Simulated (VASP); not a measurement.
# Si (Fd-3m) in VASP: further runs, part 2 of 2

VASP 6.6.1.

## (4) Relaxation of cell and atoms, PBEsol

This run uses another cell than the first one, of 20.08 Å³/atom, 1.018 times its volume.

The input, INCAR:

```
PREC     = Accurate       # precision mode
ENCUT    = 600            # plane-wave cutoff, eV
EDIFF    = 1E-7           # SCF threshold, eV
ISMEAR   = 0              # smearing method
SIGMA    = 0.03           # smearing width, eV
LREAL    = False          # projectors in reciprocal space
LASPH    = True           # aspherical terms in the spheres
NELM     = 80             # most SCF steps
ALGO     = Normal         # electronic algorithm
ISIF     = 3              # what is computed and relaxed
LWAVE    = False          # write WAVECAR
LCHARG   = False          # write CHGCAR
GGA      = PS             # functional
IBRION   = 2              # ionic algorithm
NSW      = 90             # ionic steps
EDIFFG   = -0.005         # ionic threshold
```

The input, KPOINTS:

```
Automatic mesh
0
Gamma
  10 10 10
```

The input, POSCAR:

```
Si                                      
1.0
   -0.0000000000      2.7178477094      2.7178477094
    2.7178477094      0.0000000000      2.7178477094
    2.7178477094      2.7178477094     -0.0000000000
  Si            
     2
Direct
     0.7500000000000000    0.7500000000000000    0.7500000000000000
     0.5000000000000000    0.5000000000000000    0.5000000000000000
```

Potentials or basis: VASP PAW PBE potentials, release 64 (Si).

On the command line:

```
$ cat potpaw_PBE.64/Si/POTCAR > POTCAR
$ mpirun -np 1 vasp_std > vasp.out
```

OUTCAR:

```text
PREC = Accurate
   ENCUT = 600
   EDIFF = 1E-7
   ISMEAR = 0
   LREAL = False
   LASPH = True
   NELM = 80
   ISIF = 3
   GGA = PS
   IBRION = 2
   NSW = 90
   EDIFFG = -0.005

 ion  position               nearest neighbor table
   1  0.750  0.750  0.750-   2 2.35   2 2.35   2 2.35   2 2.35
   2  0.500  0.500  0.500-   1 2.35   1 2.35   1 2.35   1 2.35

  LATTYP: Found a face centered cubic cell.
 ALAT       =     5.4356954188

  Lattice vectors:

 A1 = (   0.0000000000,   2.7178477094,   2.7178477094)
 A2 = (   2.7178477094,   0.0000000000,   2.7178477094)
 A3 = (   2.7178477094,   2.7178477094,   0.0000000000)

Analysis of symmetry for initial positions (statically):
=====================================================================
 Subroutine PRICEL returns:
 Original cell was already a primitive cell.

 Routine SETGRP: Setting up the symmetry group for a
 face centered cubic supercell.

 Subroutine GETGRP returns: Found 48 space group operations
 (whereof 24 operations were pure point group operations)
 out of a pool of 48 trial point group operations.

The static configuration has the point symmetry T_d .
 The point group associated with its full space group is O_h .

Analysis of symmetry for dynamics (positions and initial velocities):
=====================================================================
 Subroutine PRICEL returns:
 Original cell was already a primitive cell.

 Routine SETGRP: Setting up the symmetry group for a
 face centered cubic supercell.

 Subroutine GETGRP returns: Found 48 space group operations
 (whereof 24 operations were pure point group operations)
 out of a pool of 48 trial point group operations.

The dynamic configuration has the point symmetry T_d .
 The point group associated with its full space group is O_h .

 Subroutine INISYM returns: Found 48 space group operations
 (whereof 24 operations are pure point group operations),
 and found     1 'primitive' translations

----------------------------------------------------------------------------------------

                                     Primitive cell

  volume of cell :      40.1518

  direct lattice vectors                    reciprocal lattice vectors
     0.000000000  2.717847709  2.717847709    -0.183969101  0.183969101  0.183969101
     2.717847709  0.000000000  2.717847709     0.183969101 -0.183969101  0.183969101
     2.717847709  2.717847709  0.000000000     0.183969101  0.183969101 -0.183969101

  length of vectors
     3.843617091  3.843617091  3.843617091     0.318643830  0.318643830  0.318643830

  position of ions in fractional coordinates (direct lattice)
     0.750000000  0.750000000  0.750000000
     0.500000000  0.500000000  0.500000000

  ion indices of the primitive-cell ions
   primitive index   ion index
                 1           1
                 2           2

----------------------------------------------------------------------------------------

 KPOINTS: Automatic mesh

Automatic generation of k-mesh.
 Grid dimensions read from file:
 generate k-points for:   10   10   10

 Generating k-lattice:

  Cartesian coordinates                     Fractional coordinates (reciprocal lattice)
[... 21 lines left out ...]
  0.400000  0.000000  0.000000      8.000000
  0.500000  0.000000  0.000000      4.000000
[... 16 lines left out ...]
  0.300000  0.300000  0.000000      6.000000
  0.400000  0.300000  0.000000     24.000000
 [... further k-points ...]
   k-points           NKPTS =     47   k-points in BZ     NKDIM =     47   number of bands    NBANDS=      8
   number of dos      NEDOS =    301   number of ions     NIONS =      2
   total plane-waves  NPLWV =  32768
   dimension x,y,z NGX =    32 NGY =   32 NGZ =   32
   dimension x,y,z NGXF=    64 NGYF=   64 NGZF=   64
   ions per type =               2
   NGX,Y,Z   is equivalent  to a cutoff of  13.84, 13.84, 13.84 a.u.
   NGXF,Y,Z  is equivalent  to a cutoff of  27.68, 27.68, 27.68 a.u.
 SYSTEM =  unknown system
   PREC   = accura    normal or accurate (medium, high low for compatibility)
   ISTART =      0    job   : 0-new  1-cont  2-samecut
   ICHARG =      2    charge: 1-file 2-atom 10-const
   ISPIN  =      1    spin polarized calculation?
   LNONCOLLINEAR =      F non collinear calculations
   LSORBIT =      F    spin-orbit coupling
   LASPH  =      T    aspherical Exc in radial PAW
   ENCUT  =  600.0 eV  44.10 Ry    6.64 a.u.   7.68  7.68  7.68*2*pi/ulx,y,z
   NELM   =     80;   NELMIN=  2; NELMDL= -5     # of ELM steps
   EDIFF  = 0.1E-06   stopping-criterion for ELM
   LREAL  =      F    real-space projection
   EDIFFG = -.5E-02   stopping-criterion for IOM
   NSW    =     90    number of steps for IOM
   IBRION =      2    ionic relax: 0-MD 1-quasi-New 2-CG
   NFREE  =      1    steps in history (QN), initial steepest desc. (CG)
   ISIF   =      3    stress and relaxation
   ISYM   =      2    0-nonsym 1-usesym 2-fastsym
   POTIM  = 0.5000    time-step for ionic-motion
   TEBEG  =    0.0;   TEEND  =   0.0 temperature during run
   PSTRESS=    0.0 pullay stress
   NELECT =       8.0000    total number of electrons
   NUPDOWN=      -1.0000    fix difference up-down
   EMIN   =  10.00;   EMAX   =-10.00  energy-range for DOS
   EFERMI =   0.00;   METHOD = LEGACY
   ISMEAR =     0;   SIGMA  =   0.03  broadening in eV -4-tet -1-fermi 0-gaus
   EFERMI_NEDOS =   21; number of points for ismear=-14 and -15
   IALGO  =     38    algorithm
   IMIX   =      4    mixing-type and parameters
     AMIX     =   0.40;   BMIX     =  1.00
     AMIX_MAG =   1.60;   BMIX_MAG =  1.00
  volume/ion in A,a.u.               =      20.08       135.48
  Fermi-wavevector in a.u.,A,eV,Ry     =   0.956173  1.806905 12.439349  0.914266
  Thomas-Fermi vector in A             =   2.085077
   LORBIT       =      0    0 simple, 1 ext, 2 COOP (PROOUT), +10 PAW based schemes
   GGA     = PS    functional components
   LHFCALC =     F    Hartree Fock is set to
   AEXX    =    0.0000 exact exchange contribution
   IVDW    =     0    specifies the selected vdW correction
   LEPSILON=     F    determine dielectric tensor
   LRPA    =     F    only Hartree local field effects (RPA)
 conjugate gradient relaxation of ions
 non-spin polarized calculation
 Gauss-broadening in eV      SIGMA  =   0.03
  energy-cutoff  :      600.00
  volume of cell :       40.15
 maximum number of plane-waves:      1363
   NGX = 15   NGY = 15   NGZ = 15

 number of electron       7.9999999 magnetization

 Free energy of the ion-electron system (eV)
  ---------------------------------------------------
  ext. energy  EPLUGINS =         0.00000000
  ---------------------------------------------------
  free energy    TOTEN  =       -11.49256018 eV

  energy without entropy =      -11.49256018  energy(sigma->0) =      -11.49256018

 E-fermi :   5.9295     XC(G=0):  -9.5429

 val. band max:        5.7622981985   @ k =   0.0000   0.0000   0.0000
 cond. band min:       6.2336225098   @ k =   0.4000   0.4000   0.0000
 fundamental gap:      0.4713243113
 Fermi energy:         5.9295250030

 k-point     1 :       0.0000    0.0000    0.0000
  band No.  band energies     occupation
      1      -6.2090      2.00000
      2       5.7623      2.00000
      3       5.7623      2.00000
      4       5.7623      2.00000
      5       8.2785      0.00000
      6       8.2785      0.00000
      7       8.2785      0.00000
      8       9.0552      0.00000
[... 243 lines left out ...]
 k-point    24 :       0.4000    0.3000    0.0000
  band No.  band energies     occupation
      1      -4.0431      2.00000
      2       0.3392      2.00000
      3       2.8796      2.00000
      4       3.3137      2.00000
      5       6.7116      0.00000
      6       7.8986      0.00000
      7      12.6608      0.00000
      8      12.7818      0.00000

 [... further k-points ...]

------------------------ aborting loop because EDIFF is reached ----------------------------------------

  FORCE on cell =-STRESS in cart. coord.  units (eV):
  Direction    XX          YY          ZZ          XY          YZ          ZX
  --------------------------------------------------------------------------------------
  -------------------------------------------------------------------------------------
  Total        0.0012481      0.0012481      0.0012481     -0.0000000      0.0000000     -0.0000000
  in kB        0.0498015      0.0498015      0.0498015     -0.0000000      0.0000000     -0.0000000
  external PRESSURE =       0.0498015 kB  Pullay stress =       0.0000000 kB

 VOLUME and BASIS-vectors are now :
 -----------------------------------------------------------------------------
  energy-cutoff  :      600.00
  volume of cell :       40.15
      direct lattice vectors                 reciprocal lattice vectors
     0.000000000  2.717847709  2.717847709    -0.183969101  0.183969101  0.183969101
     2.717847709  0.000000000  2.717847709     0.183969101 -0.183969101  0.183969101
     2.717847709  2.717847709  0.000000000     0.183969101  0.183969101 -0.183969101

 POSITION                                       TOTAL-FORCE (eV/Angst)
 -----------------------------------------------------------------------------------
      4.07677      4.07677      4.07677        -0.000000     -0.000000     -0.000000
      2.71785      2.71785      2.71785         0.000000      0.000000      0.000000
 -----------------------------------------------------------------------------------
    total drift:                               -0.000000     -0.000000     -0.000000

  FREE ENERGIE OF THE ION-ELECTRON SYSTEM (eV)
  ---------------------------------------------------
  free  energy   TOTEN  =       -11.4925601780 eV

  energy  without entropy=      -11.4925601780  energy(sigma->0) =      -11.49256018

 reached required accuracy - stopping structural energy minimisation
```

Run time: 6 s. Hardware: 1 thread of Intel Xeon 6975P-C (Granite Rapids), shared host; peak memory 0.16 GiB.

Results:

| Property | Result |
| --- | --- |
| Free energy | -11.4926 eV |
| Pressure after relaxing | 0.0 GPa |
| Band gap on the k mesh | 0.47 eV, indirect (least direct gap 2.52 eV) |

Final structure:
```cif
data_structure
_symmetry_space_group_name_H-M 'P 1'
_symmetry_Int_Tables_number 1
_cell_length_a 3.8436
_cell_length_b 3.8436
_cell_length_c 3.8436
_cell_angle_alpha 60.000
_cell_angle_beta 60.000
_cell_angle_gamma 60.000
_cell_volume 40.15
loop_
_atom_site_label
_atom_site_type_symbol
_atom_site_fract_x
_atom_site_fract_y
_atom_site_fract_z
_atom_site_occupancy
Si1 Si 0.75000 0.75000 0.75000 1
Si2 Si 0.50000 0.50000 0.50000 1
```

Levels at points of the mesh, in eV from the valence-band top:
```
           k point  band 1  band 2  band 3  band 4  band 5  band 6  band 7  band 8
(0.00, 0.00, 0.00)  -11.97    0.00    0.00    0.00    2.52    2.52    2.52    3.29
(0.50, 0.00, 0.00)   -9.63   -7.00   -1.20   -1.20    1.46    3.27    3.27    7.51
(0.50, 0.50, 0.00)   -7.82   -7.82   -2.87   -2.87    0.59    0.59   10.04   10.04
```

Caveat: the relaxation stopped at its first step, so nothing moved; the PAW data sets were made with another functional, which shifts forces and pressure a little. A k mesh can miss the band edges.
